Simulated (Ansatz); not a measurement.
# W (simple hexagonal type): the cost of one run

Program: Ansatz 0.2.0. Level of theory: DFT PBE, with the methods named in each step. These are calculated values, not measurements.

## Step 1: The structure to begin with

Symmetry: P6/mmm, No. 191, hexagonal system. Conventional cell: a = 2.788 Å, b = 2.788 Å, c = 2.602 Å, α = 90.00°, β = 90.00°, γ = 120.00°. W (site symmetry 6/mmm) has 8 W at 2.60 to 2.79 Å as nearest neighbours.

Structure file:

```xyz
1
Lattice="2.7875 0.0000 0.0000 -1.3938 2.4141 0.0000 0.0000 0.0000 2.6016" Properties=species:S:1:pos:R:3 pbc="T T T"
W     0.0000    0.0000    0.0000
```

Whether this phase is the stable one at these pressures isn't tested.

## Step 2: The reference volume, LAPW

The input, input.yaml:

```yaml
crystal:
  lattice:
    - [2.7875065645, 0.0, 0.0]
    - [-1.3937532822, 2.4140514981, 0.0]
    - [0.0, 0.0, 2.6015527917]
  atoms:
    - { symbol: W, position: [0.0, 0.0, 0.0] }
kpoints:
  mp_grid: { grid: [18, 18, 16] }
  band_path:
    path:
      - [0.0, 0.0, 0.0]
      - [0.5, 0.0, 0.0]
      - [0.3333333333, 0.3333333333, 0.0]
      - [0.0, 0.0, 0.0]
      - [0.0, 0.0, 0.5]
      - [0.5, 0.0, 0.5]
      - [0.3333333333, 0.3333333333, 0.5]
      - [0.0, 0.0, 0.5]
      - [0.5, 0.0, 0.5]
    npoints: 14
scf:
  occupations: { method: fermi_dirac, width: 0.08 }
hamiltonian:
  xc: pbe
  pseudopotentials: { kind: all_electron, lapw: { basis_error: 0.001 } }
output:
  forces: true
  stress: true
  eigenvalues: true
  populations: true
  dos: { projected: true, de: 0.2, e_range: [-14, 8] }
```

Run with:

```console
ansatz run input.yaml --threads 1 --pin off --max-ram 2048MiB --backend cpu --events-out ev --progress --plain --runs-dir out
```

**Question.** How long does this run take on 1 thread of Arm Neoverse V1, shared host, and how much memory does it need?

About 48 s, with a peak of 0.61 GiB.
